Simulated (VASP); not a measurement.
# Ni (Fm-3m) in VASP: a series of runs

One crystal, Ni, is run at these levels: LDA, r2SCAN; tasks: relaxation of cell and atoms.

Everything below comes from runs of VASP 6.6.1. Logs are shortened: lines on timing, memory, paths and dates and some standing lists are left out, and cuts for length are marked.

### Step 1. The structure

The structure is cubic, space group Fm-3m (No. 225). The conventional cell has a = 3.422 Å, b = 3.422 Å, c = 3.422 Å, α = 90.00°, β = 90.00°, γ = 90.00°. Ni (site symmetry m-3m) has 12 Ni at 2.42 Å as nearest neighbours.

### Step 2. Relaxation of cell and atoms, LDA, collinear spin, ferromagnetic start

Contents of INCAR:

```
PREC = Accurate ; ENCUT = 600
EDIFF = 1E-7 ; ISMEAR = 1
SIGMA = 0.1 ; LREAL = False
LASPH = True ; NELM = 150
ALGO = Normal ; ISIF = 3
LWAVE = False ; LCHARG = False
ISPIN = 2 ; MAGMOM = 0.7
LORBIT = 11 ; LMAXMIX = 4
GGA = CA ; IBRION = 2
NSW = 90 ; EDIFFG = -0.005
AMIX = 0.2 ; BMIX = 1E-4
AMIX_MAG = 0.8 ; BMIX_MAG = 1E-4
```

Contents of KPOINTS:

```
regular mesh
0
Gamma
  22 22 22
```

Contents of POSCAR:

```
Ni                                      
1.0
   -0.0000000000      1.7110409770      1.7110409770
    1.7110409770      0.0000000000      1.7110409770
    1.7110409770      1.7110409770      0.0000000000
  Ni            
     1
Direct
     1.0000000000000000    1.0000000000000000    0.0000000000000000
```

Potentials or basis: VASP PAW LDA potentials, release 64 (Ni).

Run with:

```bash
$ cat potpaw_LDA.64/Ni/POTCAR > POTCAR
$ mpirun -np 1 vasp_std > vasp.out
```

OUTCAR:

```text
PREC = Accurate
   ENCUT = 600
   EDIFF = 1E-7
   ISMEAR = 1
   LREAL = False
   LASPH = True
   NELM = 150
   ISIF = 3
   ISPIN = 2
   LORBIT = 11
   GGA = CA
   IBRION = 2
   NSW = 90
   EDIFFG = -0.005
   AMIX = 0.2
   AMIX_MAG = 0.8

 ion  position               nearest neighbor table
   1  0.000  0.000  0.000-

  LATTYP: Found a face centered cubic cell.
 ALAT       =     3.4220819540

  Lattice vectors:

 A1 = (   0.0000000000,   1.7110409770,   1.7110409770)
 A2 = (   1.7110409770,   0.0000000000,   1.7110409770)
 A3 = (   1.7110409770,   1.7110409770,   0.0000000000)

Analysis of symmetry for initial positions (statically):
=====================================================================
 Subroutine PRICEL returns:
 Original cell was already a primitive cell.

 Routine SETGRP: Setting up the symmetry group for a
 face centered cubic supercell.

 Subroutine GETGRP returns: Found 48 space group operations
 (whereof 48 operations were pure point group operations)
 out of a pool of 48 trial point group operations.

The static configuration has the point symmetry O_h .

Analysis of symmetry for dynamics (positions and initial velocities):
=====================================================================
 Subroutine PRICEL returns:
 Original cell was already a primitive cell.

 Routine SETGRP: Setting up the symmetry group for a
 face centered cubic supercell.

 Subroutine GETGRP returns: Found 48 space group operations
 (whereof 48 operations were pure point group operations)
 out of a pool of 48 trial point group operations.

The dynamic configuration has the point symmetry O_h .

Analysis of structural, dynamic, and magnetic symmetry:
=====================================================================
 Subroutine PRICEL returns:
 Original cell was already a primitive cell.

 Routine SETGRP: Setting up the symmetry group for a
 face centered cubic supercell.

 Subroutine GETGRP returns: Found 48 space group operations
 (whereof 48 operations were pure point group operations)
 out of a pool of 48 trial point group operations.

The overall configuration has the point symmetry O_h .

 Subroutine INISYM returns: Found 48 space group operations
 (whereof 48 operations are pure point group operations),
 and found     1 'primitive' translations

----------------------------------------------------------------------------------------

                                     Primitive cell

  volume of cell :      10.0187

  direct lattice vectors                    reciprocal lattice vectors
     0.000000000  1.711040977  1.711040977    -0.292219770  0.292219770  0.292219770
     1.711040977  0.000000000  1.711040977     0.292219770 -0.292219770  0.292219770
     1.711040977  1.711040977  0.000000000     0.292219770  0.292219770 -0.292219770

  length of vectors
     2.419777355  2.419777355  2.419777355     0.506139488  0.506139488  0.506139488

  position of ions in fractional coordinates (direct lattice)
     0.000000000  0.000000000  0.000000000

  ion indices of the primitive-cell ions
   primitive index   ion index
                 1           1

----------------------------------------------------------------------------------------

 KPOINTS: regular mesh

Automatic generation of k-mesh.
 Grid dimensions read from file:
 generate k-points for:   22   22   22

 Generating k-lattice:

  Cartesian coordinates                     Fractional coordinates (reciprocal lattice)
    -0.013282717  0.013282717  0.013282717     0.045454545  0.000000000  0.000000000
     0.013282717 -0.013282717  0.013282717     0.000000000  0.045454545  0.000000000
     0.013282717  0.013282717 -0.013282717     0.000000000  0.000000000  0.045454545

  Length of vectors
     0.023006340  0.023006340  0.023006340

  Shift w.r.t. Gamma in fractional coordinates (k-lattice)
     0.000000000  0.000000000  0.000000000

 Subroutine IBZKPT returns following result:
 ===========================================

 Found    328 irreducible k-points:

 Following reciprocal coordinates:
            Coordinates               Weight
  0.000000  0.000000  0.000000      1.000000
  0.045455  0.000000  0.000000      8.000000
  0.090909  0.000000  0.000000      8.000000
  0.136364  0.000000  0.000000      8.000000
  0.181818  0.000000  0.000000      8.000000
  0.227273  0.000000  0.000000      8.000000
[... 16 lines left out ...]
  0.500000  0.045455  0.000000     24.000000
 -0.454545  0.045455  0.000000     24.000000
 [... further k-points ...]
   k-points           NKPTS =    328   k-points in BZ     NKDIM =    328   number of bands    NBANDS=      9
   number of dos      NEDOS =    301   number of ions     NIONS =      1
   total plane-waves  NPLWV =   8000
   dimension x,y,z NGX =    20 NGY =   20 NGZ =   20
   dimension x,y,z NGXF=    40 NGYF=   40 NGZF=   40
   ions per type =               1
   NGX,Y,Z   is equivalent  to a cutoff of  13.74, 13.74, 13.74 a.u.
   NGXF,Y,Z  is equivalent  to a cutoff of  27.48, 27.48, 27.48 a.u.
 SYSTEM =  unknown system
   PREC   = accura    normal or accurate (medium, high low for compatibility)
   ISTART =      0    job   : 0-new  1-cont  2-samecut
   ICHARG =      2    charge: 1-file 2-atom 10-const
   ISPIN  =      2    spin polarized calculation?
   LNONCOLLINEAR =      F non collinear calculations
   LSORBIT =      F    spin-orbit coupling
   LASPH  =      T    aspherical Exc in radial PAW
   ENCUT  =  600.0 eV  44.10 Ry    6.64 a.u.   4.83  4.83  4.83*2*pi/ulx,y,z
   NELM   =    150;   NELMIN=  2; NELMDL= -5     # of ELM steps
   EDIFF  = 0.1E-06   stopping-criterion for ELM
   LREAL  =      F    real-space projection
   EDIFFG = -.5E-02   stopping-criterion for IOM
   NSW    =     90    number of steps for IOM
   IBRION =      2    ionic relax: 0-MD 1-quasi-New 2-CG
   NFREE  =      1    steps in history (QN), initial steepest desc. (CG)
   ISIF   =      3    stress and relaxation
   ISYM   =      2    0-nonsym 1-usesym 2-fastsym
   POTIM  = 0.5000    time-step for ionic-motion
   TEBEG  =    0.0;   TEEND  =   0.0 temperature during run
   PSTRESS=    0.0 pullay stress
   NELECT =      10.0000    total number of electrons
   NUPDOWN=      -1.0000    fix difference up-down
   EMIN   =  10.00;   EMAX   =-10.00  energy-range for DOS
   EFERMI =   0.00;   METHOD = LEGACY
   ISMEAR =     1;   SIGMA  =   0.10  broadening in eV -4-tet -1-fermi 0-gaus
   EFERMI_NEDOS =   21; number of points for ismear=-14 and -15
   IALGO  =     38    algorithm
   IMIX   =      4    mixing-type and parameters
     AMIX     =   0.20;   BMIX     =  0.00
     AMIX_MAG =   0.80;   BMIX_MAG =  0.00
  volume/ion in A,a.u.               =      10.02        67.61
  Fermi-wavevector in a.u.,A,eV,Ry     =   1.636080  3.091742 36.419481  2.676756
  Thomas-Fermi vector in A             =   2.727446
   LORBIT       =     11    0 simple, 1 ext, 2 COOP (PROOUT), +10 PAW based schemes
   GGA     = CA    functional components
   LHFCALC =     F    Hartree Fock is set to
   AEXX    =    0.0000 exact exchange contribution
   IVDW    =     0    specifies the selected vdW correction
   LEPSILON=     F    determine dielectric tensor
   LRPA    =     F    only Hartree local field effects (RPA)
 conjugate gradient relaxation of ions
 spin polarized calculation
 Methfessel and Paxton  Order N= 1 SIGMA  =   0.10
  energy-cutoff  :      600.00
  volume of cell :       10.02
 maximum number of plane-waves:       343
   NGX =  9   NGY =  9   NGZ =  9

--------------------------------------- Ionic step        1  -------------------------------------------

 number of electron      10.0000000 magnetization       0.7000000

 number of electron       9.9999993 magnetization       0.5750928

 Free energy of the ion-electron system (eV)
  ---------------------------------------------------
  ext. energy  EPLUGINS =         0.00000000
  ---------------------------------------------------
  free energy    TOTEN  =        -6.57767562 eV

  energy without entropy =       -6.57745330  energy(sigma->0) =       -6.57760151

------------------------ aborting loop because EDIFF is reached ----------------------------------------

  FORCE on cell =-STRESS in cart. coord.  units (eV):
  Direction    XX          YY          ZZ          XY          YZ          ZX
  --------------------------------------------------------------------------------------
  -------------------------------------------------------------------------------------
  Total       -0.0082602     -0.0082602     -0.0082602      0.0000000      0.0000000      0.0000000
  in kB       -1.3209672     -1.3209672     -1.3209672      0.0000000      0.0000000      0.0000000
  external PRESSURE =      -1.3209672 kB  Pullay stress =       0.0000000 kB
[... 90 lines left out ...]
  energy  without entropy=       -6.5774521139  energy(sigma->0) =       -6.57760041

--------------------------------------- Ionic step        4  -------------------------------------------

 number of electron       9.9999993 magnetization       0.5751494

 Free energy of the ion-electron system (eV)
  ---------------------------------------------------
  ext. energy  EPLUGINS =         0.00000000
  ---------------------------------------------------
  free energy    TOTEN  =        -6.57767556 eV

  energy without entropy =       -6.57745342  energy(sigma->0) =       -6.57760152

 E-fermi :  10.2667     XC(G=0): -14.1094

 val. band max:       10.2664936740   @ k =  -0.4545   0.4545   0.0000
 cond. band min:      10.2701083359   @ k =   0.4091   0.0000   0.0000
 fundamental gap:      0.0036146619
 Fermi energy:        10.2666687605

 spin component 1

 k-point     1 :       0.0000    0.0000    0.0000
  band No.  band energies     occupation
      1       0.6869      1.00000
      2       7.6968      1.00000
      3       7.6968      1.00000
      4       7.6968      1.00000
      5       8.9979      1.00000
      6       8.9979      1.00000
      7      34.7287      0.00000
      8      39.1479      0.00000
      9      39.1479      0.00000
[... 265 lines left out ...]
 k-point    24 :      -0.4545    0.0455    0.0000
  band No.  band energies     occupation
      1       5.0372      1.00000
      2       7.6561      1.00000
      3       7.7240      1.00000
      4       9.1079      1.00000
      5       9.7392      1.00000
      6      10.4490     -0.01355
      7      16.8545      0.00000
      8      32.8201      0.00000
      9      35.3382      0.00000

 [... further k-points ...]

 spin component 2

 k-point     1 :       0.0000    0.0000    0.0000
  band No.  band energies     occupation
      1       0.7304      1.00000
      2       8.2879      1.00000
      3       8.2879      1.00000
      4       8.2879      1.00000
      5       9.5384      1.00000
      6       9.5384      1.00000
      7      34.7171      0.00000
      8      39.1920      0.00000
      9      39.1920      0.00000
[... 304 lines left out ...]
  FREE ENERGIE OF THE ION-ELECTRON SYSTEM (eV)
  ---------------------------------------------------
  free  energy   TOTEN  =        -6.5776755644 eV

  energy  without entropy=       -6.5774534215  energy(sigma->0) =       -6.57760152

 reached required accuracy - stopping structural energy minimisation

 total charge

# of ion       s       p       d       tot
------------------------------------------
    1        0.536   0.573   8.370   9.479

 magnetization (x)

# of ion       s       p       d       tot
------------------------------------------
    1       -0.005  -0.019   0.599   0.575
```

Wall time 2.5 min (1 thread of Intel Xeon Platinum 8375C at 2.90GHz (Ice Lake), shared host); peak memory 0.18 GiB.

What came out:

| Quantity | Value |
| --- | --- |
| Free energy | -6.5777 eV |
| Relaxed volume | 10.02 Å³/atom |
| Relaxed cell | a = 2.420 Å, b = 2.420 Å, c = 2.420 Å, α = 60.00°, β = 60.00°, γ = 60.00° |
| Space group after relaxing (to 0.05 Å) | Fm-3m (No. 225) |
| Energy gained by relaxing | 0.0 meV/atom |
| Ionic steps | 4 |
| Pressure after relaxing | 0.1 GPa |
| Band gap on the k mesh | none (metal or under the smearing width) |
| Net moment | 0.58 μB per cell |
| Site moments | Ni +0.57 μB |
| Valence electrons inside the program's atomic spheres | Ni 9.48 |

Final structure:
```xyz
1
Lattice="0.0000 1.7109 1.7109 1.7109 0.0000 1.7109 1.7109 1.7109 0.0000" Properties=species:S:1:pos:R:3 pbc="T T T"
Ni    0.0000    0.0000    0.0000
```

[end of part 1 of 2]
